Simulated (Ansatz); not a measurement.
Ir: settings compared (Ansatz)

The input file (Ansatz 0.2.0, plane waves):

```yaml
crystal:
  lattice:
    - [0.0, 1.937917, 1.937917]
    - [1.937917, 0.0, 1.937917]
    - [1.937917, 1.937917, 0.0]
  atoms:
    - { symbol: Ir, position: [0.0, 0.0, 0.0] }
  symmetry: { tolerance: 0.0003 }
kpoints:
  mp_grid: { grid: [8, 8, 8], shift: [0, 0, 0] }
magnetization:
  spin_polarized: false
scf:
  occupations: { method: methfessel_paxton, width: 0.0283 }
hamiltonian:
  pseudopotentials: { kind: paw }
  xc: pbe
basis:
  ecutwfc: 420
output:
  forces: true
  stress: true
  eigenvalues: true
relax:
  max_steps: 40
  cell: {}
```

Run with:

```bash
ansatz run input.yaml --threads 1 --pin off --max-ram 2560MiB --backend cpu --events-out ev --progress --plain --runs-dir out
```

Origin of the cell: a known structure type with other elements, at an estimated volume, so it need not be a known compound.

Output of this run (shortened):

```
SCF iter   1: F=—  HF=-11935.235949 eV  Δρ=8.50e-3  dr2=1.89e-3
SCF iter   2: F=—  HF=-11935.236283 eV  S|Δr|=    0.00e0  Δρ=3.98e-3  dr2=4.01e-4  defer=2
SCF iter   3: F=—  HF=-11935.236516 eV  S|Δr|=    0.00e0  Δρ=7.21e-4  dr2=6.05e-5  defer=2
SCF iter   4: F=—  HF=-11935.236497 eV  S|Δr|=    0.00e0  Δρ=1.27e-4  dr2=1.14e-6  defer=2
SCF iter   5: F=-11935.236497 eV  HF=-11935.236497 eV  S|Δr|=    0.00e0  Δρ=1.95e-5  dr2=1.31e-8
relax step   1: F+E_penalty+E_count = -11935.236497 eV  Δ(F+E_penalty+E_count) = +0.000e0 eV  max|allowed force component| = 0.000e0 eV/Å  Δτ_max = 0.0000 Å  P = -0.094 GPa  Ω = 14.556 Å³  (5 […]
relax step   2: F+E_penalty+E_count = -11935.236500 eV  Δ(F+E_penalty+E_count) = -2.784e-6 eV  max|allowed force component| = 0.000e0 eV/Å  Δτ_max = 0.0000 Å  P = +0.179 GPa  Ω = 14.544 Å³  e […]
relax step   3: F+E_penalty+E_count = -11935.236500 eV  Δ(F+E_penalty+E_count) = -3.189e-6 eV  max|allowed force component| = 0.000e0 eV/Å  Δτ_max = 0.0000 Å  P = -0.000 GPa  Ω = 14.552 Å³  e […]
relax step   4: F+E_penalty+E_count = -11935.236500 eV  Δ(F+E_penalty+E_count) = +3.638e-12 eV  max|allowed force component| = 0.000e0 eV/Å  Δτ_max = 0.0000 Å  P = -0.000 GPa  Ω = 14.552 Å³  stress off target by 3.83e-4 GPa […]
SCF 4 converged in 3 iterations: F = -11935.236500 eV  dr2 = 6.92e-12
basis re-selected at this cell: Δ(F+E_penalty+E_count) = +3.638e-12 eV, ΔP = -0.000 GPa vs the last step (what re-selecting the basis moved, of the pressure what is left beyond the Pulay corr […]
SCF converged after 3 iterations
Stability not checked: this state was not tested for a lower state beside it, because cold or Methfessel-Paxton smearing, or corrected tetrahedra, fill the levels in a way that the test cannot read (fill_not_monotonic; […]
Free energy (F): -11935.236500 eV
Harris-Foulkes:  -11935.236500 eV  (|F-HF|=3.64e-12)
Internal energy: -11935.236363 eV  (E = F + TS)
E sigma→0 (E₀):  -11935.236466 eV
Entropy (-TS):   -0.000137 eV (-0.137 meV/atom)
Fermi energy:    24.992860 eV
--- Per-component energies (eV) ---
  E_band       = -95.342361
  E_kinetic    = 622.442625
  E_local      = -1096.273452  (includes V_loc(G=0)·N_el)
  E_nonlocal   = 72.563470
  E_hartree    = 418.782433
  E_xc         = -267.787178
  E_vxc        = -299.851990  (∫ρ·V_xc dr)
  E_paw        = -9223.347710  (= ΣΔE_a)
  E_vpaw       = -231.787844  (= ΣTr[D̂ρ^β])
  E_aug_tail   = 0.000054  (compensation charges beyond the density's cutoff)
  E_ewald      = -2461.616603
  E_smearing   = -0.000137  (= −TS)
  Σ components = -11935.236500   (vs F -11935.236500, Δ=0.00e0)
--- Forces (eV/Å), atoms counted from 1 ---
  atom   1  Ir     0.000000     0.000000    -0.000000
  max |Σ_I F_I| component: 0.0 eV/Å
--- Stress (GPa, compression-positive) ---
       -0.000383      -0.000000      -0.000000
       -0.000000      -0.000383      -0.000000
       -0.000000      -0.000000      -0.000383
  P = ⅓ Tr σ = -0.0004 GPa (-0.004 kbar)
--- Relaxed structure (3 steps of the walk, 2 accepted, 1 SCFs on fresh bases) ---
  F+E_penalty+E_count = -11935.236500 eV   max|allowed force component| = 0.000e0 eV/Å   (the final SCF, on the basis selected at the relaxed cell)
  cell:  # Å, volume = 14.5518 Å³
    - [0.0, 1.937740, 1.937740]
    - [1.937740, 0.0, 1.937740]
    - [1.937740, 1.937740, 0.0]
  atoms:
    - { symbol: Ir, position: [0.0, 0.0, 0.0] }
```

The same input was run again with these changes:

1. `accuracy` default → medium
2. `hamiltonian.hubbard` default → { sites: [{ species: Ir, l: d, u_eff: 1.0 }], double_counting: fll }; `relax.f_tol` default → 0.001; `relax.max_displacement` default → 0.1
3. `scf.occupations.width` 0.0283 → 0.05
4. `hamiltonian.hubbard` default → { sites: [{ species: Ir, l: d, u_eff: 6.0 }], double_counting: amf }; `basis.ecutwfc` 420 → "25.7 Ry"; `relax.f_tol` default → 0.001; `relax.max_displacement` default → 0.3

```json
{"run": "base", "end": "converged", "SCF iterations": "14", "volume (Å³/atom)": "14.55", "max force component (eV/Å)": "0.000", "moment (μB)": "–", "ΔE(σ→0) (meV/atom)": "0"}
{"run": "1", "end": "converged", "SCF iterations": "14", "volume (Å³/atom)": "14.55", "max force component (eV/Å)": "0.000", "moment (μB)": "–", "ΔE(σ→0) (meV/atom)": "0.00"}
{"run": "2", "end": "converged", "SCF iterations": "17", "volume (Å³/atom)": "14.53", "max force component (eV/Å)": "0.000", "moment (μB)": "–", "ΔE(σ→0) (meV/atom)": "–"}
{"run": "3", "end": "converged", "SCF iterations": "14", "volume (Å³/atom)": "14.55", "max force component (eV/Å)": "0.000", "moment (μB)": "–", "ΔE(σ→0) (meV/atom)": "-0.05"}
{"run": "4", "end": "converged", "SCF iterations": "31", "volume (Å³/atom)": "14.67", "max force component (eV/Å)": "0.000", "moment (μB)": "–", "ΔE(σ→0) (meV/atom)": "–"}
```

Energies are compared only where functional, datasets, charge and starting cell are the same.

Not properties of the system: run 4 (too coarse or loose: `basis.ecutwfc` = "25.7 Ry").

Caveats of the base run: no moments, though an odd count or open d shells may carry them; no spin-orbit coupling, though heavy elements are present; the k mesh is coarse if the cell is a metal; the relaxation held the start's symmetry, so the end may be a saddle point.

Run 4: the cutoff lies below the datasets' advice.

Time of the base run: 2.1 s of wall time on 1 CPU thread(s) of a shared host, from the program's own first density.
